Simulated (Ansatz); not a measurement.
Runs of Ansatz 0.2.0 on TaN. It takes space group P-62m (No. 189, hexagonal). Conventional cell: a = 5.196 Å, b = 5.196 Å, c = 2.911 Å, α = 90.00°, β = 90.00°, γ = 120.00°. Ta (site symmetry -62m) is surrounded by 3 N at 2.04 Å. Ta (site symmetry -6) has 6 N at 2.16 Å as nearest neighbours. N (site symmetry m2m) is surrounded by 5 Ta at 2.04 to 2.16 Å. 

| level | gap on the mesh (eV) | pressure (GPa) | relaxed volume (Å³/atom) |
| --- | --- | --- | --- |
| PBE+D3(BJ)-ATM | none | 0.0 | (a) |
| PBE+D3(BJ) | none | 0.0 | 11.29 |
| PBE | none | 0.0 | 11.52 |
| PBE+D4 | none | 0.0 | 11.35 |

Alike in all rows: task relaxation of cell and atoms; potentials or basis Ansatz PAW; no spin polarisation; cell relaxed; k mesh 6 × 6 × 9; cutoff (eV) 420; smearing fermi-dirac 0.05 eV.

Problem. Estimate the missing entries.

Solution. (a) 11.33.

Caveats: the plane-wave basis is chosen anew once the cell has moved, so the energies of steps on either side of that aren't comparable; pairwise dispersion overbinds metals, which lowers pressure and volume (some runs).

A k mesh can miss the band edges, and the runs leave out spin-orbit coupling on Ta.

A gap of «none» marks a metal or a gap under the smearing width.
